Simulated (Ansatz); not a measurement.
# Phonons of Re-W-Re stack of (100) layers

The plan: relax Re-W-Re stack of (100) layers, check its phonons, and, if the lattice is stable, compute its Eliashberg function and ρ(T).

Main program and level: Ansatz 0.2.0; DFT PBE, scalar-relativistic, plane waves, PAW.

### Step 1. The starting structure

The cell holds 3 atoms: 2 Re and 1 W. Its edges and angles: a = 2.815 Å, b = 2.815 Å, c = 14.981 Å, α = 90.0°, β = 90.0°, γ = 90.0°. Vacuum lies along c.

### Step 2. Rough relaxation

Large forces or a large pressure at the start call for a first relaxation with loose thresholds.

input.yaml

```yaml
crystal:
  lattice:
    - [2.81524, 0.0, 0.0]
    - [0.0, 2.81524, 0.0]
    - [0.0, 0.0, 14.98135]
  atoms:
    - { symbol: Re, position: [0.0, 0.0, 0.36712311] }
    - { symbol: W, position: [0.5, 0.5, 0.5] }
    - { symbol: Re, position: [0.0, 0.0, 0.63287689] }
  periodic: [true, true, false]
kpoints:
  mp_grid: { grid: [8, 8, 1] }
hamiltonian:
  xc: pbe
scf:
  occupations: { method: gaussian, width: 0.1 }
output:
  forces: true
  stress: true
  eigenvalues: true
relax:
  adjacent_minimum: "off"
  f_tol: 0.05
  max_steps: 80
  cell: { stress_2d_tol: 0.02 }
```

Launch:

```sh
$ ansatz run input.yaml --threads 8 --pin off --max-ram 16384MiB --backend cpu --events-out ev --progress --plain --runs-dir out
```

Numbers of over 12 decimals in the logs are rounded to 6 here.

What it wrote:

```text
Warning: crystal.periodic: the lattice vector that does not repeat stood 0.000° off the slab's normal, 14.981 Å along it as the deck builds it. The run solves the slab on a vector along the normal, 31.763 Å long, with every atom where it was (on the deck's vector they left 11.00 Å outside them, and the widest stretch free of ions among them is 1.99 Å). A fractional position that the run reports is one of the run's ce [...]
The last accepted step is kept in <dir> (removed where the run ends without a failure and the disk answers)
crystal.periodic: the lattice vector that does not repeat stood 0.000° off the slab's normal, 14.981 Å along it as the deck builds it. The run solves the slab on a vector along the normal, 31.763 Å long, with every atom where it was (on the deck's vector they left 11.00 Å outside them, and the widest stretch free of ions among them is 1.99 Å). A fractional position that the run reports is one of the run's cell, which [...]
Engine: ansatz 0.2.0, aarch64-unknown-linux-gnu
Pseudopotentials: kind: paw
Pseudopotential: Re, paw, valence charge 15, recommended cutoff 420 eV (normal), Re.paw.azcp
Pseudopotential: W, paw, valence charge 14, recommended cutoff 420 eV (normal), W.paw.azcp
Functional definition: PBE
  parameter kappa = 0.804
  parameter beta = 0.066725
  exchange = pbe_x(kappa = kappa, mu = beta*pi^2/3)
  correlation = pbe_c(beta = beta)
Crystal: 3 atoms, lattice volume = 251.738 Å³
Basis set: ecut = 420 eV, 4975 PW (Γ), exchange–correlation on 40×40×432 points (8 copies of the dense FFT grid, shifted against one another)
Bands: 27, of which v1, the nominal top of the filled ones, is band 22 counted from 1 (21 counted from 0)
Symmetry: 16 space group operations
Space group: P4/mmm (ITA 123), of the structure as read, at distance tolerance 6.3e-5 Å
k-points: 15 of 64
Non-local potential: Re, projectors of the file, l = 0: 3, l = 1: 2, l = 2: 2, l = 3: 1
Non-local potential: W, projectors of the file, l = 0: 3, l = 1: 2, l = 2: 2, l = 3: 1
PAW form: soft (Blöchl's): semilocal exchange-correlation on the pseudo side does not see the compensation charge
PAW one-centre angular grid: Re, 590 points (default); XC on 64 Gauss nodes
PAW one-centre angular grid: W, 590 points (default); XC on 64 Gauss nodes
Initial density: superposition of atomic densities (neutral atoms: chi_scale 0, normalization atom), corrected by the library's trained network
Initial wavefunctions: pseudopotential atomic-orbital guess
Functional: x = pbe(κ = 0.804, μ = 0.219515), c = pbe(β = 0.066725)
SCF iter   1: F=—  HF=-32116.815738 eV  |F-HF|=—  |Δ(HF+E_count)|=         —  Δρ=4.45e-3  dr2=2.76e-2  ethr=1.77e-3  ⟨swp⟩=13.2  Hψ=3004  notcnv=0
preconditioner: auto → LDOS  [metal: Δε(μ)=0.091 eV  Ē_g=4.090 eV  σ=0.100 eV  W_gap=0.47  n_scr=20 (ndim 8)  ℏωp=10.5 eV  f_vac=0.737  D(μ)=3.14/eV (n_scr^D=14)  β→1.0]
SCF iter   2: F=—  HF=-32116.815562 eV  |F-HF|=—  |Δ(HF+E_count)|=   1.76e-4  Δρ=1.34e-3  dr2=5.20e-3  ethr=6.26e-5  ⟨swp⟩=3.9  Hψ=1153  notcnv=0  defer=6
SCF iter   3: F=—  HF=-32116.815018 eV  |F-HF|=—  |Δ(HF+E_count)|=   5.43e-4  Δρ=4.17e-4  dr2=1.07e-3  ethr=1.18e-5  ⟨swp⟩=3.9  Hψ=974  notcnv=0  defer=6
SCF iter   4: F=—  HF=-32116.814918 eV  |F-HF|=—  |Δ(HF+E_count)|=   1.00e-4  Δρ=1.36e-4  dr2=6.69e-5  ethr=2.43e-6  ⟨swp⟩=3.4  Hψ=754  notcnv=0  defer=6
SCF iter   5: F=—  HF=-32116.814871 eV  |F-HF|=—  |Δ(HF+E_count)|=   4.72e-5  Δρ=3.24e-5  dr2=3.46e-6  ethr=1.52e-7  ⟨swp⟩=3.9  Hψ=923  notcnv=0  defer=6
SCF iter   6: F=—  HF=-32116.814872 eV  |F-HF|=—  |Δ(HF+E_count)|=   1.21e-6  Δρ=5.12e-6  dr2=2.32e-7  ethr=7.87e-9  ⟨swp⟩=3.5  Hψ=894  notcnv=0  defer=6
SCF iter   7: F=-32116.814872 eV  HF=-32116.814872 eV  |F-HF|=6.60e-9  |Δ(HF+E_count)|=   8.75e-8  Δρ=1.28e-6  dr2=1.46e-8  ethr=2.27e-10  ⟨swp⟩=15.0  Hψ=2630  notcnv=0
SCF 1 converged in 7 iterations: F = -32116.814872 eV  dr2 = 1.46e-8
  greatest PAW one-centre occupation: 1.000 electrons in one spin orbital (limit 2), on the Re atom at site 2 (counted from 0), in its partial waves of l = 0
relax step   1: F+E_penalty+E_count = -32116.81487197 eV  Δ(F+E_penalty+E_count) = +0.000e0 eV  max|allowed force component| = 9.259e-1 eV/Å  Δτ_max = 0.0000 Å  P = -17.298 N/m  Ω = 251.738 Å³  fix = [c, alpha, beta]  reactions: c +0.000 N/m  (7 SCF iters, dr2 threshold 1.00e-7 eV, accepted)
Crystal: 3 atoms, lattice volume = 227.415 Å³
Basis set: ecut = 420 eV, 4431 PW (Γ), exchange–correlation on 40×40×432 points (8 copies of the dense FFT grid, shifted against one another)
Initial density: handed on by an earlier stage of this run
Initial wavefunctions: those handed on with the density
SCF iter   1: F=—  HF=-32117.057073 eV  |F-HF|=—  |Δ(HF+E_count)|=         —  Δρ=1.80e-2  dr2=3.64e0  ethr=3.10e-3  ⟨swp⟩=14.0  Hψ=3006  notcnv=0
preconditioner: auto → LDOS  [metal: Δε(μ)=0.115 eV  Ē_g=5.087 eV  σ=0.100 eV  W_gap=0.45  n_scr=20 (ndim 8)  ℏωp=11.0 eV  f_vac=0.746  D(μ)=2.08/eV (n_scr^D=12)  β→1.0]
SCF iter   2: F=—  HF=-32118.494648 eV  |F-HF|=—  |Δ(HF+E_count)|=    1.44e0  Δρ=4.29e-2  dr2=2.33e1  ethr=3.10e-3  ⟨swp⟩=4.9  Hψ=1122  notcnv=0  defer=12  recentre
SCF iter   3: F=—  HF=-32116.761048 eV  |F-HF|=—  |Δ(HF+E_count)|=    1.73e0  Δρ=5.51e-3  dr2=3.06e-1  ethr=3.10e-3  ⟨swp⟩=4.9  Hψ=1071  notcnv=0  defer=7
SCF iter   4: F=—  HF=-32116.740309 eV  |F-HF|=—  |Δ(HF+E_count)|=   2.07e-2  Δρ=1.20e-3  dr2=7.28e-3  ethr=6.95e-4  ⟨swp⟩=3.0  Hψ=732  notcnv=0  defer=10
SCF iter   5: F=—  HF=-32116.740328 eV  |F-HF|=—  |Δ(HF+E_count)|=   1.89e-5  Δρ=5.28e-4  dr2=9.44e-4  ethr=1.65e-5  ⟨swp⟩=4.1  Hψ=934  notcnv=0  defer=10
SCF iter   6: F=—  HF=-32116.740330 eV  |F-HF|=—  |Δ(HF+E_count)|=   2.46e-6  Δρ=2.20e-4  dr2=9.94e-5  ethr=2.15e-6  ⟨swp⟩=3.1  Hψ=864  notcnv=0  defer=10
SCF iter   7: F=—  HF=-32116.740250 eV  |F-HF|=—  |Δ(HF+E_count)|=   8.03e-5  Δρ=6.86e-5  dr2=1.09e-5  ethr=2.26e-7  ⟨swp⟩=4.5  Hψ=1046  notcnv=0  defer=10
SCF iter   8: F=—  HF=-32116.740251 eV  |F-HF|=—  |Δ(HF+E_count)|=   1.19e-6  Δρ=3.63e-5  dr2=4.42e-6  ethr=2.48e-8  ⟨swp⟩=3.3  Hψ=884  notcnv=0  defer=10
SCF iter   9: F=—  HF=-32116.740250 eV  |F-HF|=—  |Δ(HF+E_count)|=   4.50e-7  Δρ=2.00e-5  dr2=8.14e-7  ethr=1.00e-8  ⟨swp⟩=3.2  Hψ=750  notcnv=0  defer=10
iter 10 did not close the SCF: its close was put off until two iterations running show no level that it waits for move by more than its bar (scf_convergence_deferred on its scf_iter line)
SCF iter  10: F=-32116.740250 eV  HF=-32116.740250 eV  |F-HF|=1.25e-7  |Δ(HF+E_count)|=   1.34e-7  Δρ=6.99e-6  dr2=1.72e-7  ethr=6.82e-10  ⟨swp⟩=16.7  Hψ=2639  notcnv=0
[...]
SCF iter   3: F=—  HF=-32117.163016 eV  |F-HF|=—  |Δ(HF+E_count)|=    1.14e0  Δρ=5.52e-3  dr2=3.19e-1  ethr=3.10e-3  ⟨swp⟩=4.5  Hψ=1007  notcnv=0  defer=5
SCF iter   4: F=—  HF=-32117.138256 eV  |F-HF|=—  |Δ(HF+E_count)|=   2.48e-2  Δρ=5.50e-4  dr2=1.09e-3  ethr=7.24e-4  ⟨swp⟩=3.3  Hψ=775  notcnv=0  defer=8
SCF iter   5: F=—  HF=-32117.138590 eV  |F-HF|=—  |Δ(HF+E_count)|=   3.34e-4  Δρ=2.77e-4  dr2=5.15e-4  ethr=2.47e-6  ⟨swp⟩=4.3  Hψ=1070  notcnv=0  defer=8
SCF iter   6: F=—  HF=-32117.138602 eV  |F-HF|=—  |Δ(HF+E_count)|=   1.17e-5  Δρ=1.27e-4  dr2=5.13e-5  ethr=1.17e-6  ⟨swp⟩=3.8  Hψ=828  notcnv=0  defer=8
SCF iter   7: F=—  HF=-32117.138561 eV  |F-HF|=—  |Δ(HF+E_count)|=   4.02e-5  Δρ=4.13e-5  dr2=2.80e-6  ethr=1.17e-7  ⟨swp⟩=3.7  Hψ=802  notcnv=0  defer=8
SCF iter   8: F=—  HF=-32117.138541 eV  |F-HF|=—  |Δ(HF+E_count)|=   2.07e-5  Δρ=1.52e-5  dr2=9.77e-7  ethr=6.37e-9  ⟨swp⟩=3.9  Hψ=993  notcnv=0  defer=8
SCF iter   9: F=—  HF=-32117.138541 eV  |F-HF|=—  |Δ(HF+E_count)|=   1.39e-7  Δρ=2.18e-6  dr2=1.14e-8  ethr=2.22e-9  ⟨swp⟩=3.9  Hψ=856  notcnv=0  defer=8
SCF iter  10: F=—  HF=-32117.138541 eV  |F-HF|=—  |Δ(HF+E_count)|=   4.63e-8  Δρ=8.11e-7  dr2=2.68e-9  ethr=2.58e-11  ⟨swp⟩=4.3  Hψ=1055  notcnv=0  defer=8
SCF iter  11: F=—  HF=-32117.138541 eV  |F-HF|=—  |Δ(HF+E_count)|=   6.06e-9  Δρ=1.55e-7  dr2=1.09e-10  ethr=6.09e-12  ⟨swp⟩=3.3  Hψ=695  notcnv=0  defer=8
SCF iter  12: F=—  HF=-32117.138541 eV  |F-HF|=—  |Δ(HF+E_count)|=  4.58e-10  Δρ=4.90e-8  dr2=2.69e-12  ethr=1.00e-12  ⟨swp⟩=2.8  Hψ=613  notcnv=0  defer=8
SCF iter  13: F=-32117.138541 eV  HF=-32117.138541 eV  |F-HF|=8.00e-11  |Δ(HF+E_count)|=  8.37e-11  Δρ=1.29e-8  dr2=4.27e-13  ethr=1.00e-12  ⟨swp⟩=18.6  Hψ=3271  notcnv=0
SCF 3 converged in 13 iterations: F = -32117.138541 eV  dr2 = 4.27e-13
relax step   3: F+E_penalty+E_count = -32117.13854095 eV  Δ(F+E_penalty+E_count) = -3.237e-1 eV  max|allowed force component| = 1.923e-1 eV/Å  Δτ_max = 0.0140 Å  P = -7.645 N/m  Ω = 239.523 Å³  energy of the carried Pulay correction = +1.649e-3 eV  fix = [c, alpha, beta]  reactions: c +0.000 N/m  (13 SCF iters, accepted)
[...]
relax step   4: F+E_penalty+E_count = -32117.19854576 eV  Δ(F+E_penalty+E_count) = -6.000e-2 eV  max|allowed force component| = 1.678e-2 eV/Å  Δτ_max = 0.0250 Å  P = +2.378 N/m  Ω = 228.393 Å³  energy of the carried Pulay correction = +3.225e-3 eV  fix = [c, alpha, beta]  reactions: c +0.000 N/m  (7 SCF iters, dr2 threshold 3.00e-7 eV, accepted)
[...]
relax step   5: F+E_penalty+E_count = -32117.20384893 eV  Δ(F+E_penalty+E_count) = -5.303e-3 eV  max|allowed force component| = 4.200e-3 eV/Å  Δτ_max = 0.0081 Å  P = -0.066 N/m  Ω = 230.951 Å³  energy of the carried Pulay correction = +2.856e-3 eV  fix = [c, alpha, beta]  reactions: c +0.000 N/m  (5 SCF iters, dr2 threshold 3.00e-7 eV, accepted)
[...]
relax step   6: F+E_penalty+E_count = -32117.20386092 eV  Δ(F+E_penalty+E_count) = -1.199e-5 eV  max|allowed force component| = 2.396e-4 eV/Å  Δτ_max = 0.0001 Å  P = -0.001 N/m  Ω = 230.896 Å³  energy of the carried Pulay correction = +2.864e-3 eV  fix = [c, alpha, beta]  reactions: c +0.000 N/m  (4 SCF iters, dr2 threshold 5.58e-9 eV, accepted)
Initial wavefunctions: pseudopotential atomic-orbital guess (no wavefunctions were taken with the density)
iter 1 solved again at ethr=2.28e-7 eV; its pass at ethr=3.10e-3 eV (dr2=1.00e-4 eV) is discarded
SCF iter   1: F=—  HF=-32117.201065 eV  |F-HF|=—  |Δ(HF+E_count)|=         —  Δρ=1.47e-4  dr2=6.65e-6  ethr=2.28e-7  ⟨swp⟩=7.5  Hψ=5115  notcnv=0
preconditioner: auto → LDOS  [metal: Δε(μ)=0.085 eV  Ē_g=4.573 eV  σ=0.100 eV  W_gap=0.41  n_scr=20 (ndim 8)  ℏωp=10.9 eV  f_vac=0.736  D(μ)=2.55/eV (n_scr^D=14)  β→1.0]
SCF iter   2: F=—  HF=-32117.201017 eV  |F-HF|=—  |Δ(HF+E_count)|=   4.82e-5  Δρ=2.00e-5  dr2=3.38e-7  ethr=1.51e-8  ⟨swp⟩=3.2  Hψ=870  notcnv=0
SCF iter   3: F=—  HF=-32117.201073 eV  |F-HF|=—  |Δ(HF+E_count)|=   5.58e-5  Δρ=3.96e-6  dr2=3.47e-8  ethr=7.68e-10  ⟨swp⟩=4.2  Hψ=1072  notcnv=0
SCF iter   4: F=—  HF=-32117.201073 eV  |F-HF|=—  |Δ(HF+E_count)|=   1.34e-8  Δρ=6.04e-7  dr2=8.30e-10  ethr=7.90e-11  ⟨swp⟩=4.1  Hψ=1071  notcnv=0
SCF iter   5: F=—  HF=-32117.201073 eV  |F-HF|=—  |Δ(HF+E_count)|=   1.03e-8  Δρ=1.74e-7  dr2=1.61e-10  ethr=1.89e-12  ⟨swp⟩=4.6  Hψ=1043  notcnv=0
SCF iter   6: F=—  HF=-32117.201073 eV  |F-HF|=—  |Δ(HF+E_count)|=   1.60e-9  Δρ=5.65e-8  dr2=4.46e-12  ethr=1.00e-12  ⟨swp⟩=2.5  Hψ=563  notcnv=0
SCF iter   7: F=-32117.201073 eV  HF=-32117.201073 eV  |F-HF|=1.46e-11  |Δ(HF+E_count)|=  5.60e-10  Δρ=2.12e-8  dr2=9.31e-13  ethr=1.00e-12  ⟨swp⟩=15.9  Hψ=3176  notcnv=0
SCF 7 converged in 7 iterations: F = -32117.201073 eV  dr2 = 9.31e-13
relax step   7: F+E_penalty+E_count = -32117.20107299 eV  Δ(F+E_penalty+E_count) = +2.788e-3 eV  max|allowed force component| = 1.548e-4 eV/Å  Δτ_max = 0.0000 Å  P = -0.008 N/m  Ω = 230.896 Å³  fix = [c, alpha, beta]  reactions: c +0.000 N/m  stress off target by 7.57e-3 N/m on what of the cell is left free  SCF on the basis re-selected at this cell (its energy is not comparable with the rows above)  (7 SCF iters)
basis re-selected at this cell: Δ(F+E_penalty+E_count) = +2.788e-3 eV, ΔP = -0.006 N/m vs the last step (what re-selecting the basis moved, of the pressure what is left beyond the Pulay correction that the steps carried, after the strain that the cell walked since its last selection, with what the two solves' SCF thresholds leave and, on support functions, any second-order correction that the steps lacked; it is no m [...]
SCF converged after 7 iterations
Free energy (F): -32117.201073 eV
Harris-Foulkes:  -32117.201073 eV  (|F-HF|=1.46e-11)
Internal energy: -32117.188334 eV  (E = F + TS)
E sigma→0 (E₀):  -32117.194704 eV
Entropy (-TS):   -0.012739 eV (-4.246 meV/atom)
Fermi energy:    -4.687087 eV
--- Per-component energies (eV) ---
  E_band       = -1459.580699
  E_kinetic    = 1527.621424
  E_local      = -146309.912093  (includes V_loc(G=0)·N_el)
  E_nonlocal   = 103.696900
  E_hartree    = 72236.885937
  E_xc         = -1070.564762
  E_vxc        = -841.328213  (∫ρ·V_xc dr)
  E_paw        = -25881.932912  (= ΣΔE_a)
  E_vpaw       = -413.430320  (= ΣTr[D̂ρ^β])
  E_aug_tail   = -0.000230  (compensation charges beyond the density's cutoff)
  E_ewald      = 67277.017403
  E_smearing   = -0.012739  (= −TS)
  E_closure    = -0.000000  (closes the sum)
  Σ components = -32117.201073   (vs F -32117.201073, Δ=0.00e0)
--- Forces (eV/Å), atoms counted from 1 ---
  atom   1  Re     0.00000000     0.00000000    -0.00015482
  atom   2  W      0.00000000    -0.00000000     0.00000000
  atom   3  Re     0.00000000     0.00000000     0.00015482
  max |Σ_I F_I| component: 2.71e-20 eV/Å
--- 2D stress c σ (N/m, compression-positive) ---
       -0.007570       0.000000       0.000000
        0.000000      -0.007570       0.000000
        0.000000       0.000000       0.000000
  P = ½ c Tr σ = -0.0076 N/m
--- Band table (eV; the first three rows and the last of 15) ---
  k-point 0: bands = [... 18 lower, -6.3653, -5.4616, -5.0956, -5.0956, -4.0201, -3.4813, -3.4813, -3.2535, ... 1 higher]
  k-point 1: bands = [... 18 lower, -6.5940, -5.8065, -5.1607, -4.9904, -4.4234, -4.0934, -3.6881, -2.5292, ... 1 higher]
  k-point 2: bands = [... 18 lower, -6.6976, -6.1110, -5.9838, -4.8631, -4.3090, -4.0859, -3.8341, -3.2535, ... 1 higher]
  k-point 14: bands = [... 18 lower, -7.0718, -4.2275, -3.0210, -3.0210, -2.0856, -1.5381, 0.3871, 0.3871, ... 1 higher]
--- Relaxed structure (6 steps of the walk, 5 accepted, 1 SCFs on fresh bases) ---
  F+E_penalty+E_count = -32117.20107299 eV   max|allowed force component| = 1.548e-4 eV/Å   (the final SCF, on the basis selected at the relaxed cell)
  cell:  # Å, volume = 230.8957 Å³
    - [2.696182, 0, 0.0]
    - [0, 2.696182, 0.0]
    - [0.0, 0.0, 31.762701]
  atoms:
    - { symbol: Re, position: [0, 0, 0.173070] }
    - { symbol: W, position: [0.5, 0.5, 0.235832] }
    - { symbol: Re, position: [0, 0, 0.298595] }
```

It took 7.3 s on 8 threads of Arm Neoverse V2, shared host; peak memory 0.71 GiB; 51 s of CPU time.

Relaxation path:

| step | energy less that of the first step (eV) | largest force component (eV/Å) | volume (Å³) |
| --- | --- | --- | --- |
| 1 | 0.0000 | 0.9259 | 251.74 |
| 2 | 0.0746 | 2.6300 | 227.41 |
| 3 | -0.3237 | 0.1923 | 239.52 |
| 4 | -0.3837 | 0.0168 | 228.39 |
| 5 | -0.3890 | 0.0042 | 230.95 |
| 6 | -0.3890 | 0.0002 | 230.90 |
| 7* | -0.3862 | 0.0002 | 230.90 |

Relaxation steps marked * repeat the geometry before them on a plane-wave basis chosen anew for their cell, so energy and pressure can jump there. Relaxation step 2 was tried and not accepted.

The run keeps the 16 symmetry operations that it works with, so distortions that break them were not tested.

| cell as run | before | after | change |
| --- | --- | --- | --- |
| a (Å) | 2.815 | 2.696 | -4.2 % |
| b (Å) | 2.815 | 2.696 | -4.2 % |

Final coordinates:

```xyz
3
Lattice="2.6962 0.0000 0.0000 0.0000 2.6962 0.0000 0.0000 0.0000 31.7627" Properties=species:S:1:pos:R:3
Re    0.0000    0.0000    5.4972
W     1.3481    1.3481    7.4907
Re    0.0000    0.0000    9.4842
```

Numbers from this step:

```
metallic on mesh  : yes
gap on the k-mesh : 0 eV
```

The relaxation ends with a largest force component of 1.5e-4 eV/Å.

[end of part 1 of 3]

[Logs are printed without paths, hosts, clocks, repeated set-up lines and the standing remarks that a program may print on its own settings, such as how far it seeks lower states.]

[Hosts, paths, dates, database ids (printed as entryN), source tags and the programs' standing remarks are cut or masked in the printed files.]
